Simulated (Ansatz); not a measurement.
## BaTiO₃: reading a single point

```
Ba Ti O
1.0
     7.93391    0.00000    0.00000
     0.00000    3.96696    0.00000
     0.00000    0.00000    3.98501
Ba Ti O
2 2 6
Direct
  0.00000 0.00000 0.00000
  0.50000 0.00000 0.00000
  0.25000 0.50000 0.48200
  0.75000 0.50000 0.48200
  0.25000 0.50000 0.01600
  0.75000 0.50000 0.01600
  0.25000 0.00000 0.51500
  0.75000 0.00000 0.51500
  0.00000 0.50000 0.51500
  0.50000 0.50000 0.51500
```

The numbers come from plane-wave PAW DFT (Ansatz): PBE, with U_eff = 1.86 eV on Ti d (all-electron-ortho-atomic projectors), collinear spin, 420 eV, 3×5×5 Γ-centred k points, fermi-dirac occupations (width 0.0293 eV). Nothing was relaxed.

The state carries no moments; the state need not be the lowest.

Question: Which orbitals make up the band edges?

Answer: Within 0.7 eV of the edges, the states project mainly on O p (94 %) below the gap and on Ti d (90 %) above it.

Question: Is there a gap, and of what kind?

Answer: The gap is 2.10 eV, indirect or between spins (the least direct gap found is 2.38 eV).

Question: Describe some of the short contacts.

Answer: Ti–O at 1.86 Å: least valence density 0.92 e/Å³ and ELF 0.25 there. Ba–O at 2.77 Å: least valence density 0.20 e/Å³ and ELF 0.10 there, a closed-shell (ionic or weak) contact. These are pseudo-fields; inside the PAW spheres they differ from the all-electron ones.

Question: Where is the largest force?

Answer: The largest is on Ti3 (and as large on other atoms): 0.30 eV/Å, components (0.00, 0.00, 0.30). It makes 180° with the line to a nearest neighbour, O5 at 1.86 Å, pointing away from it.

Question: How is the charge shared?

Answer: Bader charges in e: Ba +1.53, Ti +2.27, O -1.27. In the mean Ti gives up most and O takes most.

Origin: a database entry at a rescaled volume. Caveats: the input typed no starting moments.
